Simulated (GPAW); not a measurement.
Ni:

```
Ni
1.0
    -1.38372    1.38372    1.38372
     1.38372   -1.38372    1.38372
     1.38372    1.38372   -1.38372
Ni
1
Direct
  0.00000 0.00000 0.00000
```

This isn't the form of Ni at room conditions, which is fcc.

| Quantity | Value |
| --- | --- |
| Program | GPAW 26.7.0 |
| Task | relaxation of cell and atoms |
| Functional | PBEsol |
| Dispersion | D3 |
| Potentials or basis | PAW data sets generated in the run's folder for this functional |
| Cutoff | 600 eV |
| Basis | pw |
| k mesh | 13 × 13 × 13 |
| Occupations | fermi-dirac, width 0.05 eV |
| Spin | collinear spin, ferromagnetic start |
| Starting moments | [1.0] μB |

At the start: pressure -5.9 GPa; volume 10.60 Å³/atom.

Question: Where does the relaxation end?

Answer: Over 3 steps the energy falls by 5.2 meV/atom and the volume is 10.32 Å³/atom (-2.7 %); space group Im-3m (No. 229, to 0.05 Å); moment 0.56 μB per cell.

The path:
```csv
step,energy change (eV),largest force (eV/Å),pressure (GPa),volume (Å³)
1,0.0000,0.0000,-5.93,10.60
2,-0.0045,0.0000,-2.26,10.42
3,-0.0052,0.0000,0.08,10.32
```

Final structure:
```yaml
crystal:
  lattice:
    - [-1.37137, 1.37137, 1.37137]
    - [1.37137, -1.37137, 1.37137]
    - [1.37137, 1.37137, -1.37137]
  atoms:
    - { symbol: Ni, position: [0.00000, 0.00000, 0.00000] }
```

Caveat: each step starts from the last one's moments, so a moment once lost doesn't come back; the stock nickel data set gives pressures a few GPa off other programs; later steps reuse the first step's grids; pairwise dispersion overbinds metals, which lowers pressure and volume.
